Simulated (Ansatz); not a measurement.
# Molecular dynamics of AlP

Input file:

```yaml
accuracy: low
crystal:
  lattice:
    - [0.0, 5.472967, 5.472967]
    - [5.472967, 0.0, 5.472967]
    - [5.472967, 5.472967, 0.0]
  atoms:
    - { symbol: Al, position: [0.0, 0.0, 0.0] }
    - { symbol: P, position: [0.375, 0.375, 0.375] }
    - { symbol: Al, position: [0.0, 0.0, 0.5] }
    - { symbol: P, position: [0.375, 0.375, 0.875] }
    - { symbol: Al, position: [0.0, 0.5, 0.0] }
    - { symbol: P, position: [0.375, 0.875, 0.375] }
    - { symbol: Al, position: [0.0, 0.5, 0.5] }
    - { symbol: P, position: [0.375, 0.875, 0.875] }
    - { symbol: Al, position: [0.5, 0.0, 0.0] }
    - { symbol: P, position: [0.875, 0.375, 0.375] }
    - { symbol: Al, position: [0.5, 0.0, 0.5] }
    - { symbol: P, position: [0.875, 0.375, 0.875] }
    - { symbol: Al, position: [0.5, 0.5, 0.0] }
    - { symbol: P, position: [0.875, 0.875, 0.375] }
    - { symbol: Al, position: [0.5, 0.5, 0.5] }
    - { symbol: P, position: [0.875, 0.875, 0.875] }
basis:
  ecutwfc: 420.0
kpoints:
  mp_grid: { grid: [2, 2, 2] }
hamiltonian:
  xc: pbesol
scf:
  occupations: { method: fermi_dirac, width: 0.1 }
  lower_state_search: "off"
md:
  timestep: 2
  n_steps: 110
  ensemble: nvt_langevin
  temperature: 900.0
  initial_velocities: maxwell_boltzmann
  seed: 500480
  friction: 0.02
```

Run as:

```bash
$ ansatz run input.yaml --threads 1 --pin off --max-ram 3072MiB --backend cpu --events-out ev --progress --plain --runs-dir out
```

It starts from a structure without forces on its atoms.

Output, in part (step lines):

```
md step     0: t =     0.00 fs  T =   843.8 K  F+E_penalty+E_count = -10125.07059894 eV  E_kin = 1.745010 eV  (7 SCF iters)
md step     1: t =     2.00 fs  T =   857.1 K  F+E_penalty+E_count = -10125.03926783 eV  E_kin = 1.772606 eV  (7 SCF iters)
md step     2: t =     4.00 fs  T =   809.3 K  F+E_penalty+E_count = -10124.94872104 eV  E_kin = 1.673773 eV  (7 SCF iters)
md step     3: t =     6.00 fs  T =   809.0 K  F+E_penalty+E_count = -10124.80729581 eV  E_kin = 1.673159 eV  (7 SCF iters)
md step     4: t =     8.00 fs  T =   720.7 K  F+E_penalty+E_count = -10124.63054240 eV  E_kin = 1.490515 eV  (7 SCF iters)
md step     5: t =    10.00 fs  T =   600.8 K  F+E_penalty+E_count = -10124.43737581 eV  E_kin = 1.242541 eV  (5 SCF iters)
md step     6: t =    12.00 fs  T =   544.3 K  F+E_penalty+E_count = -10124.23726731 eV  E_kin = 1.125647 eV  (6 SCF iters)
md step     7: t =    14.00 fs  T =   401.5 K  F+E_penalty+E_count = -10124.05281984 eV  E_kin = 0.830402 eV  (5 SCF iters)
[... lines left out ...]
md step   109: t =   218.00 fs  T =   943.5 K  F+E_penalty+E_count = -10123.65459526 eV  E_kin = 1.951248 eV  (5 SCF iters)
md step   110: t =   220.00 fs  T =   824.8 K  F+E_penalty+E_count = -10123.64617324 eV  E_kin = 1.705777 eV  (7 SCF iters)
```

The steps, from the saved trajectory:

```
time (fs)  T (K)  potential energy less start (eV)
      0.0    844                             0.000
      6.0    809                             0.263
     12.0    544                             0.833
     18.0    343                             1.278
     24.0    388                             1.324
     30.0    730                             1.007
     36.0    857                             0.801
     42.0    665                             0.936
     48.0    583                             1.128
     54.0    602                             1.152
     60.0    787                             1.055
     66.0    789                             0.997
     72.0    759                             0.957
     78.0    881                             1.080
     84.0    776                             1.419
     90.0    831                             1.775
     96.0    738                             2.040
    102.0    753                             2.079
    108.0    766                             1.978
    114.0    848                             1.957
    120.0    856                             1.962
    126.0    773                             2.038
    132.0    930                             1.979
    138.0    886                             1.957
    144.0    932                             1.949
    150.0    836                             2.015
    156.0    912                             1.954
    162.0    931                             1.831
    168.0    830                             1.693
    174.0    877                             1.570
    180.0   1064                             1.549
    186.0   1087                             1.608
    192.0    975                             1.643
    198.0    820                             1.729
    204.0    801                             1.683
    210.0    720                             1.565
    216.0    849                             1.442
```

The run went to its last step. A run of 0.22 ps of so small a system gives no equilibrium averages. Limits of this set-up: low accuracy level.

Mean squared displacements from the first frame to the last, about the centre of mass: Al 0.05 Å², P 0.07 Å².

Last frame:

```xyz
16
Lattice="0.0000 5.4730 5.4730 5.4730 0.0000 5.4730 5.4730 5.4730 0.0000" Properties=species:S:1:pos:R:3
Al -0.025 -0.174 0.076
P 4.228 3.915 4.175
Al 3.102 2.328 -0.191
P 7.229 6.419 4.532
Al 2.853 -0.289 2.623
P 7.074 3.458 6.829
Al 5.463 2.417 2.765
P 9.661 6.697 7.029
Al 0.345 2.271 2.865
P 4.277 6.558 6.728
Al 2.797 4.969 2.715
P 6.895 9.322 6.696
Al 3.061 2.550 5.536
P 6.921 6.479 9.427
Al 5.708 5.041 5.626
P 9.786 9.299 9.427
```

Run time: 8.1 min on 1 thread of Arm Neoverse V2, on a shared host, peak memory 0.64 GiB.
